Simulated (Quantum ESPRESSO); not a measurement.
**Nb in Quantum ESPRESSO: the effect of functional**

Crystal: Nb.

```
CELL_PARAMETERS angstrom
-1.66395 1.66395 1.66395
1.66395 -1.66395 1.66395
1.66395 1.66395 -1.66395
ATOMIC_POSITIONS crystal
Nb 0.00000 0.00000 0.00000
```

Alike in all runs:

- Program: Quantum ESPRESSO 7.5
- Task: phonons
- Cutoff: 612 eV
- Density cutoff: 4898 eV
- k mesh: 11 × 11 × 11
- Occupations: cold, width 0.2 eV
- Spin: no spin polarisation

Each run relaxes the cell or the atoms first.

```csv
functional,potentials or basis,relaxed volume (Å³/atom),highest phonon frequency (cm⁻¹)
LDA,GBRV 1.5 LDA,17.14,152
PBEsol,GBRV 1.5 PBEsol,17.53,138
PW91,GBRV 1.5 PBE,?,?
AM05,GBRV 1.5 PBE,17.52,141
RPBE,GBRV 1.5 PBE,18.45,145
vdW-DF-cx,GBRV 1.5 PBE,17.60,139
```

Q: What does the run with functional PW91 give?

A: Relaxed volume 18.14 Å³/atom; highest phonon frequency 135 cm⁻¹.

Caveats: the q point doesn't lie on the k mesh, which can shift a metal's frequencies strongly unless the mesh is converged; the potentials were made for another functional, which shifts forces and pressure (some runs).

Runs at the PBE level aren't shown here.
